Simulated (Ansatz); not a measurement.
## Convergence of CuO with the half-step-shifted k-point mesh

All numbers below come from Ansatz, DFT PBEsol, scalar-relativistic, plane waves, PAW.

```cif
data_structure
_symmetry_space_group_name_H-M 'P 1'
_symmetry_Int_Tables_number 1
_cell_length_a 2.9329
_cell_length_b 2.9329
_cell_length_c 5.1559
_cell_angle_alpha 90.000
_cell_angle_beta 90.000
_cell_angle_gamma 94.493
_cell_volume 44.21
loop_
_atom_site_label
_atom_site_type_symbol
_atom_site_fract_x
_atom_site_fract_y
_atom_site_fract_z
_atom_site_occupancy
Cu1 Cu 0.00000 0.50000 0.00000 1
Cu2 Cu 0.50000 0.00000 0.50000 1
O1 O 0.50000 0.50000 0.25000 1
O2 O 0.50000 0.50000 0.75000 1
```

| Property | Result |
| --- | --- |
| plane-wave cutoff | 420 eV |
| occupation rule | Gaussian smearing, 0.1 eV |
| spin treatment | unpolarised |

The atoms are held and the half-step-shifted k-point mesh is swept. Energies are extrapolated to zero smearing and count from the reference run, 14×14×8 Γ-centred mesh, Gaussian smearing 0.1 eV. The cell isn't necessarily relaxed at this level. Pressure is positive in compression.

```json
{"shifted mesh": "8×8×6", "ΔE (meV/atom)": "-1.16", "P (GPa)": "-6.03", "irreducible points": "60"}
{"shifted mesh": "10×10×6", "ΔE (meV/atom)": "?", "P (GPa)": "?", "irreducible points": "?"}
{"shifted mesh": "12×12×8", "ΔE (meV/atom)": "-1.14", "P (GPa)": "-6.07", "irreducible points": "168"}
```

**Question.** Fill in the withheld rows.

**Answer.** The withheld rows:

| shifted mesh | ΔE (meV/atom) | P (GPa) | irreducible points |
| --- | --- | --- | --- |
| 10×10×6 | -1.16 | -6.04 | 90 |

This form isn't the usual stable structure of the compound.

Cost: 3 runs of about 0.38 core-minutes in all, on Arm Neoverse V1 (shared hosts).